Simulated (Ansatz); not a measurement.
TiO₂: ⁴⁷Ti NMR of the central transition

Cell: a COD entry, atoms as given.

```cif
data_TiO2
_symmetry_space_group_name_H-M 'Pbcn'
_symmetry_Int_Tables_number 60
_cell_length_a 4.5318
_cell_length_b 5.5019
_cell_length_c 4.9063
_cell_angle_alpha 90.000
_cell_angle_beta 90.000
_cell_angle_gamma 90.000
loop_
_atom_site_label
_atom_site_type_symbol
_atom_site_symmetry_multiplicity
_atom_site_Wyckoff_symbol
_atom_site_fract_x
_atom_site_fract_y
_atom_site_fract_z
Ti Ti 4 c 0.0000 0.1704 0.2500
O O 8 d 0.2716 0.3814 0.4142
```

One atom of each set is listed.

The numbers come from a DFT calculation in Ansatz (PBE, plane waves and PAW (field gradients read without the response of the frozen cores, which leaves them typically 4 to 6 % off), scalar-relativistic, 420 eV cutoff, Γ-centred 5×4×4 k-points, Fermi–Dirac smearing 0.02 eV).

⁴⁷Ti has I = 5/2 and Q = 302.0 mb (Pyykkö 2018); at 14.1 T its Larmor frequency is ν₀ = 33.9 MHz. Only the quadrupole interaction is simulated: positions count from each site's isotropic chemical shift, and shift anisotropy, dipolar and J coupling are left out.

Question: Give C_Q, η, the quadrupolar product P_Q = |C_Q|(1 + η²/3)^½, the second-order isotropic shift and the breadth of the pattern (static powder) for each Ti site.

Answer: 

```tsv
site	first shell	C_Q (MHz)	η	P_Q (MHz)	δ_QIS (ppm)	breadth (kHz)
Ti	6 O at 1.87–2.06 Å	-15.8	0.72	17.1	-1526	380
```

δ_QIS = −(ν_Q²/30ν₀²)[I(I+1) − 3/4](1 + η²/3) × 10⁶ ppm with ν_Q = 3|C_Q|/[2I(2I−1)]; it falls as 1/B₀² in ppm, and the breadth as 1/B₀ in kHz.

At this cell the PBE pressure is 6 GPa, so with PBE the cell would grow if it were relaxed. The values hang on the deposited positions: relaxing the atoms moves V_zz on Ti from -2.16 to 2.88.
